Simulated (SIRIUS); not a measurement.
# Ta (Im-3m) in SIRIUS: convergence with density tol

Aim: find how far density tol must go before the results for Ta settle, at PBEsol. This setting moves, with any that are tied to it; all else stays.

All numbers are computed with SIRIUS 7.10.0; they aren't measurements. Logs are shortened: lines on timing, memory, paths and dates and some standing lists are left out, and cuts for length are marked. The log counts tension as positive stress, the text compression.

## (1) Starting point

The structure is cubic, space group Im-3m (No. 229). The conventional cell has a = 3.303 Å, b = 3.303 Å, c = 3.303 Å, α = 90.00°, β = 90.00°, γ = 90.00°. Ta (site symmetry m-3m) has 8 Ta at 2.86 Å as nearest neighbours.

## (2) With density tol 0.01

sirius.json reads:

```json
{
  "control": {
    "processing_unit": "cpu",
    "verbosity": 2,
    "num_bands_to_print": 13,
    "print_forces": true,
    "print_stress": true
  },
  "parameters": {
    "electronic_structure_method": "pseudopotential",
    "xc_functionals": ["XC_GGA_X_PBE_SOL", "XC_GGA_C_PBE_SOL"],
    "gk_cutoff": 6.4,
    "pw_cutoff": 20.0,
    "ngridk": [11, 11, 11],
    "shiftk": [0, 0, 0],
    "smearing": "fermi_dirac",
    "smearing_width": 0.0018374661,
    "num_bands": 13,
    "num_mag_dims": 0,
    "num_dft_iter": 100,
    "energy_tol": 0.01,
    "density_tol": 0.01
  },
  "iterative_solver": {
    "type": "davidson",
    "min_tolerance": 1e-10
  },
  "mixer": {
    "type": "anderson",
    "beta": 0.7,
    "max_history": 8
  },
  "settings": {
    "tol_ne": 1e-10
  },
  "unit_cell": {
    "lattice_vectors": [
      [-3.120466955072, 3.120466955072, 3.120466955072],
      [3.120466955072, -3.120466955072, 3.120466955072],
      [3.120466955072, 3.120466955072, -3.120466955072]
    ],
    "atom_coordinate_units": "lattice",
    "atom_types": ["Ta"],
    "atom_files": {
      "Ta": "Ta.json"
    },
    "atoms": {
      "Ta": [
        [0.0, 0.0, 0.0]
      ]
    }
  }
}
```

Potentials or basis: GBRV 1.5 PBEsol (ultrasoft).

The run is started by

```console
$ upf_to_json ta_pbesol_v1.uspp.F.UPF
$ OMP_NUM_THREADS=1 sirius.scf --input=sirius.json --output=out.json --task=0
```

What it wrote:

```text
[info] SIRIUS version : 7.10.0
[info] number of MPI ranks           : 1
[info] MPI grid                      : 1 1
[info] maximum number of OMP threads : 1
[fft] FFT context for density and potential
[fft] =====================================
[fft]   comm size                             : 1
[fft]   plane wave cutoff                     : 20
[fft]   grid size                             : 40 40 40   total : 64000
[fft]   grid limits                           : -19 20   -19 20   -19 20
[fft]   number of G-vectors within the cutoff : 8208
[fft]   local number of G-vectors             : 8208
[fft]   number of G-shells                    : 444
[fft] FFT context for coarse grid
[fft] =====================================
[fft]   comm size                             : 1
[fft]   plane wave cutoff                     : 12.8
[fft]   grid size                             : 25 25 25   total : 15625
[fft]   grid limits                           : -12 12   -12 12   -12 12
[fft]   number of G-vectors within the cutoff : 2107
[fft]   local number of G-vectors             : 2107
[fft]   number of G-shells                    : 131
[unit cell] lattice vectors
[unit cell]   a1 :      -3.1204669551      3.1204669551      3.1204669551
[unit cell]   a2 :       3.1204669551     -3.1204669551      3.1204669551
[unit cell]   a3 :       3.1204669551      3.1204669551     -3.1204669551
[unit cell] reciprocal lattice vectors
[unit cell]   b1 :      -0.0000000000      1.0067700440      1.0067700440
[unit cell]   b2 :       1.0067700440     -0.0000000000      1.0067700440
[unit cell]   b3 :       1.0067700440      1.0067700440     -0.0000000000
[unit cell] unit cell volume :       121.53986649 [a.u.^3]
[unit cell] 1/sqrt(omega)    :         0.09070696
[unit cell] MT volume        :         0.00000000 ( 0.00%)
[unit cell] IT volume        :       121.53986649 (100.00%)
[unit cell] number of atom types : 1
[unit cell] type id : 0 symbol : Ta mt_radius : 200.890650 num_atoms : 1
[unit cell] total number of atoms : 1
[unit cell] number of symmetry classes : 1
[unit cell] number of PAW atoms : 0
[unit cell] atom id  type id  class id             position                      vector_field
[unit cell] ------------------------------------------------------------------------------------------
[unit cell]      0        0        0      0.00000   0.00000   0.00000      0.00000   0.00000   0.00000
[unit cell] atom id         position (Cartesian, a.u.)
[unit cell] ---------------------------------------------
[unit cell]      0       0.000000    0.000000    0.000000
[unit cell] class id : 0 atom id : 0
[unit cell] minimum bond length:     5.404807
[unit cell] total number of pseudo wave-functions: 13
[sym] space group number   : 229
[sym] international symbol : Im-3m
[sym] Hall symbol          : -I 4 2 3
[sym] space group transformation matrix :
[... 275 lines left out ...]
[find] total charge          : 13.000000
[find] Energy
[find] --------------------------------------------------------------------------------
[find] valence_eval_sum               :      -3.88994540
[find] <rho|V^{XC}>                   :     -10.36375834
[find] <rho|E^{XC}>                   :     -21.01133149
[find] <mag|B^{XC}>                   :       0.00000000
[find] <rho|V^{H}>                    :      14.12812734
[find] one-electron contribution      :      -7.65431440 (Ha),     -15.30862880 (Ry)
[find] hartree contribution           :       7.06406367
[find] xc contribution                :     -21.01133149
[find] ewald contribution             :     -49.27391171
[find] PAW contribution               :       0.00000000
[find] smearing (-TS)                 :      -0.00029684
[find] SCF correction                 :       0.00000001
[find] Total energy                   :     -70.87549393 (Ha),    -141.75098786 (Ry)
[find] Free energy (E-TS)             :     -70.87579077 (Ha),    -141.75158154 (Ry)
[find] band gap (eV)                  :       0.00000000
[find] Efermi                         :       0.67801268
[find] iteration : 11, RMS : 1.864624359589e-10, energy difference : 1.843147856562e-11
[find] Hartree energy of density residual : 1.079525608803e-18
[find] bands are converged : true
[find] iterative solver converged : true
[find] converged after 12 SCF iterations!
[find] Charges and magnetic moments
[find] --------------------------------------------------------------------------------
[find] total charge          : 13.000000
[find] Energy
[find] --------------------------------------------------------------------------------
[find] valence_eval_sum               :      -3.88994540
[find] <rho|V^{XC}>                   :     -10.36375834
[find] <rho|E^{XC}>                   :     -21.01133149
[find] <mag|B^{XC}>                   :       0.00000000
[find] <rho|V^{H}>                    :      14.12812734
[find] one-electron contribution      :      -7.65431440 (Ha),     -15.30862880 (Ry)
[find] hartree contribution           :       7.06406367
[find] xc contribution                :     -21.01133149
[find] ewald contribution             :     -49.27391171
[find] PAW contribution               :       0.00000000
[find] smearing (-TS)                 :      -0.00029684
[find] SCF correction                 :       0.00000001
[find] Total energy                   :     -70.87549393 (Ha),    -141.75098786 (Ry)
[find] Free energy (E-TS)             :     -70.87579077 (Ha),    -141.75158154 (Ry)
[find] band gap (eV)                  :       0.00000000
[find] Efermi                         :       0.67801268
[ground_state] === stress tensor components [kbar] ===
[ground_state] === stress_kin ===
[ground_state] -32805.132896   -0.000000    0.000000
[ground_state]    -0.000000-32805.132896    0.000000
[ground_state]     0.000000    0.000000-32805.132896
[ground_state] === stress_har ===
[ground_state] -5699.965159   -0.000000    0.000000
[ground_state]    -0.000000-5699.965159    0.000000
[ground_state]     0.000000    0.000000-5699.965159
[ground_state] === stress_ewald ===
[ground_state] 39758.925326    0.000000   -0.000000
[ground_state]     0.00000039758.925326   -0.000000
[ground_state]    -0.000000   -0.00000039758.925326
[ground_state] === stress_vloc ===
[ground_state] -32543.031760   -0.000000    0.000000
[ground_state]    -0.000000-32543.031760    0.000000
[ground_state]     0.000000    0.000000-32543.031760
[ground_state] === stress_xc ===
[ground_state] -25608.661369   -0.000000    0.000000
[ground_state]    -0.000000-25608.661369    0.000000
[ground_state]     0.000000    0.000000-25608.661369
[ground_state] === stress_core ===
[ground_state] 34837.723909    0.000000   -0.000000
[ground_state]     0.00000034837.723909   -0.000000
[ground_state]    -0.000000   -0.00000034837.723909
[ground_state] === stress_nonloc ===
[ground_state] 21893.838218    0.000000   -0.000000
[ground_state]     0.00000021893.838218   -0.000000
[ground_state]    -0.000000   -0.00000021893.838218
[ground_state] === stress_us ===
[ground_state]   228.302449    0.000000   -0.000000
[ground_state]     0.000000  228.302449   -0.000000
[ground_state]    -0.000000   -0.000000  228.302449
[ground_state] === stress_us_nl ===
[ground_state] 22122.140667    0.000000   -0.000000
[ground_state]     0.00000022122.140667   -0.000000
[ground_state]    -0.000000   -0.00000022122.140667
[ground_state] === stress_total ===
[ground_state]    61.998717   -0.000000    0.000000
[ground_state]    -0.000000   61.998717    0.000000
[ground_state]     0.000000    0.000000   61.998717
[ground_state] ==== total Forces in Ha/bohr =====
[ground_state] atom:    0, force:       0.0000000      0.0000000      0.0000000
[ground_state] ==== ultrasoft contribution from Qij =====
[ground_state] atom:    0, force:       0.0000000      0.0000000      0.0000000
[ground_state] ==== non-local contribution from Beta-projector =====
[ground_state] atom:    0, force:       0.0000000      0.0000000      0.0000000
[ground_state] ==== contribution from local potential =====
[ground_state] atom:    0, force:       0.0000000      0.0000000      0.0000000
[ground_state] ==== contribution from core density =====
[ground_state] atom:    0, force:       0.0000000      0.0000000      0.0000000
[ground_state] ==== Ewald forces from ions =====
[ground_state] atom:    0, force:       0.0000000      0.0000000      0.0000000
[~DFT_ground_state] local op. applied: 16687
[~DFT_ground_state] evp. work count: 4656.19
[~DFT_ground_state] number of iterative solver steps: 1165
```

Wall time 14 s (1 thread of Arm Neoverse V1, shared host); peak memory 0.26 GiB.

What came out:

```yaml
Free_energy: -1928.6285 eV
Pressure: -6.2 GPa
Band_gap_on_the_k_mesh: none (metal or under the smearing width)
```

## (3) With density tol 0.001

Changes to sirius.json since step 2:

```diff
@@ -20,4 +20,4 @@
     "num_dft_iter": 100,
-    "energy_tol": 0.01,
-    "density_tol": 0.01
+    "energy_tol": 0.001,
+    "density_tol": 0.001
   },
@@ -37,6 +37,7 @@
     "lattice_vectors": [
-      [-3.120466955072, 3.120466955072, 3.120466955072],
-      [3.120466955072, -3.120466955072, 3.120466955072],
-      [3.120466955072, 3.120466955072, -3.120466955072]
+      [-0.57735026919, 0.57735026919, 0.57735026919],
+      [0.57735026919, -0.57735026919, 0.57735026919],
+      [0.57735026919, 0.57735026919, -0.57735026919]
     ],
+    "lattice_vectors_scale": 5.4048073095,
     "atom_coordinate_units": "lattice",
```

Potentials or basis: GBRV 1.5 PBEsol (ultrasoft).

The run is started by

```console
$ upf_to_json ta_pbesol_v1.uspp.F.UPF
$ OMP_NUM_THREADS=1 sirius.scf --input=sirius.json --output=out.json --task=0
```

Run time: 14 s. Hardware: 1 thread of Arm Neoverse V1, shared host; peak memory 0.26 GiB.

What came out:

* Free energy: -1928.6285 eV
* Pressure: -6.2 GPa
* Band gap on the k mesh: none (metal or under the smearing width)

## (4) With density tol 0.0001

Changes to sirius.json since step 3:

```diff
@@ -20,4 +20,4 @@
     "num_dft_iter": 100,
-    "energy_tol": 0.001,
-    "density_tol": 0.001
+    "energy_tol": 0.0001,
+    "density_tol": 0.0001
   },
```

The run is started by

```console
$ upf_to_json ta_pbesol_v1.uspp.F.UPF
$ OMP_NUM_THREADS=1 sirius.scf --input=sirius.json --output=out.json --task=0
```

Wall time 14 s (1 thread of Arm Neoverse V1, shared host); peak memory 0.26 GiB.

Results (log left out):

```yaml
Free_energy: -1928.6285 eV
Pressure: -6.2 GPa
Band_gap_on_the_k_mesh: none (metal or under the smearing width)
```

## (5) With density tol 1e-05

Changes to sirius.json since step 4:

```diff
@@ -20,4 +20,4 @@
     "num_dft_iter": 100,
-    "energy_tol": 0.0001,
-    "density_tol": 0.0001
+    "energy_tol": 1e-05,
+    "density_tol": 1e-05
   },
@@ -37,7 +37,6 @@
     "lattice_vectors": [
-      [-0.57735026919, 0.57735026919, 0.57735026919],
-      [0.57735026919, -0.57735026919, 0.57735026919],
-      [0.57735026919, 0.57735026919, -0.57735026919]
+      [-3.120466955072, 3.120466955072, 3.120466955072],
+      [3.120466955072, -3.120466955072, 3.120466955072],
+      [3.120466955072, 3.120466955072, -3.120466955072]
     ],
-    "lattice_vectors_scale": 5.4048073095,
     "atom_coordinate_units": "lattice",
```

The run is started by

```console
$ upf_to_json ta_pbesol_v1.uspp.F.UPF
$ OMP_NUM_THREADS=1 sirius.scf --input=sirius.json --output=out.json --task=0
```

It took 14 s on 1 thread of Arm Neoverse V1, shared host; peak memory 0.26 GiB.

Results (log left out):

```yaml
Free_energy: -1928.6285 eV
Pressure: -6.2 GPa
Band_gap_on_the_k_mesh: none (metal or under the smearing width)
```

## (6) With density tol 1e-06

Changes to sirius.json since step 5:

```diff
@@ -20,4 +20,4 @@
     "num_dft_iter": 100,
-    "energy_tol": 1e-05,
-    "density_tol": 1e-05
+    "energy_tol": 1e-06,
+    "density_tol": 1e-06
   },
@@ -37,6 +37,7 @@
     "lattice_vectors": [
-      [-3.120466955072, 3.120466955072, 3.120466955072],
-      [3.120466955072, -3.120466955072, 3.120466955072],
-      [3.120466955072, 3.120466955072, -3.120466955072]
+      [-0.57735026919, 0.57735026919, 0.57735026919],
+      [0.57735026919, -0.57735026919, 0.57735026919],
+      [0.57735026919, 0.57735026919, -0.57735026919]
     ],
+    "lattice_vectors_scale": 5.4048073095,
     "atom_coordinate_units": "lattice",
```

Potentials or basis: GBRV 1.5 PBEsol (ultrasoft).

The run is started by

```console
$ upf_to_json ta_pbesol_v1.uspp.F.UPF
$ OMP_NUM_THREADS=1 sirius.scf --input=sirius.json --output=out.json --task=0
```

Wall time 14 s (1 thread of Arm Neoverse V1, shared host); peak memory 0.26 GiB.

Results (log left out):

- Free energy: -1928.6285 eV
- Pressure: -6.2 GPa
- Band gap on the k mesh: none (metal or under the smearing width)

## (7) With density tol 1e-07

Changes to sirius.json since step 6:

```diff
@@ -20,4 +20,4 @@
     "num_dft_iter": 100,
-    "energy_tol": 1e-06,
-    "density_tol": 1e-06
+    "energy_tol": 1e-07,
+    "density_tol": 1e-07
   },
@@ -37,7 +37,6 @@
     "lattice_vectors": [
-      [-0.57735026919, 0.57735026919, 0.57735026919],
-      [0.57735026919, -0.57735026919, 0.57735026919],
-      [0.57735026919, 0.57735026919, -0.57735026919]
+      [-3.120466955072, 3.120466955072, 3.120466955072],
+      [3.120466955072, -3.120466955072, 3.120466955072],
+      [3.120466955072, 3.120466955072, -3.120466955072]
     ],
-    "lattice_vectors_scale": 5.4048073095,
     "atom_coordinate_units": "lattice",
```

The run is started by

```console
$ upf_to_json ta_pbesol_v1.uspp.F.UPF
$ OMP_NUM_THREADS=1 sirius.scf --input=sirius.json --output=out.json --task=0
```

It took 14 s on 1 thread of Arm Neoverse V1, shared host; peak memory 0.26 GiB.

It converged, with:

| Item | Value |
| --- | --- |
| Free energy | -1928.6285 eV |
| Pressure | -6.2 GPa |
| Band gap on the k mesh | none (metal or under the smearing width) |

## (8) The series at a glance

```csv
density tol,"energy less the tightest run, at zero smearing (meV/atom)",SCF cycles,CPU time (s),peak memory (GiB)
0.01,0.00,12,14,0.26
0.001,0.00,12,14,0.26
0.0001,0.00,12,14,0.26
1e-05,0.00,12,14,0.26
1e-06,0.00,12,14,0.26
1e-07,0.00,12,14,0.26
```

Against the tightest run, the energy stays within 1 meV/atom from 0.01 on. The tightest run that finished is the yardstick and may itself not be fully converged.
